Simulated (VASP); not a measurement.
GdN, 2 atoms in the cell. Symmetry: Fm-3m, No. 225, cubic system. The conventional cell has a = 4.998 Å, b = 4.998 Å, c = 4.998 Å, α = 90.00°, β = 90.00°, γ = 90.00°. Around Gd (site symmetry m-3m) lie 6 N at 2.50 Å. Around N (site symmetry m-3m) lie 6 Gd at 2.50 Å. The cell comes from a database or a generator and needn't be the stable form of this composition.

* Program: VASP 6.6.1
* Task: band structure
* Functional: PBE
* Potentials or basis: VASP PAW PBE potentials, release 64 (Gd, N)
* Cutoff: 520 eV
* k mesh: 10 × 10 × 10
* Occupations: fermi-dirac, width 0.05 eV
* Spin: collinear spin, ferromagnetic start
* Starting moments: [7.0, 0.0] μB
* Hubbard terms: Gd f U = 4 eV
* Further INCAR settings: ALGO = Normal; EDIFF = 1e-06; NBANDS = 22

Potentials or basis: VASP PAW PBE potentials, release 64 (Gd, N).

Command:

```bash
$ cat potpaw_PBE.64/Gd/POTCAR potpaw_PBE.64/N/POTCAR > POTCAR
$ mpirun -np 1 vasp_std > vasp.out
```

Hardware: 1 thread of Intel(R) Xeon(R) 6975P-C (Granite Rapids), on a shared host.

**Question.** Estimate the wall time of this run.

**Answer.** It took 2.5 min on 1 thread of Intel(R) Xeon(R) 6975P-C (Granite Rapids), with other jobs on the host, peak memory 0.27 GiB. Counts: scf iterations 58, k points 47.
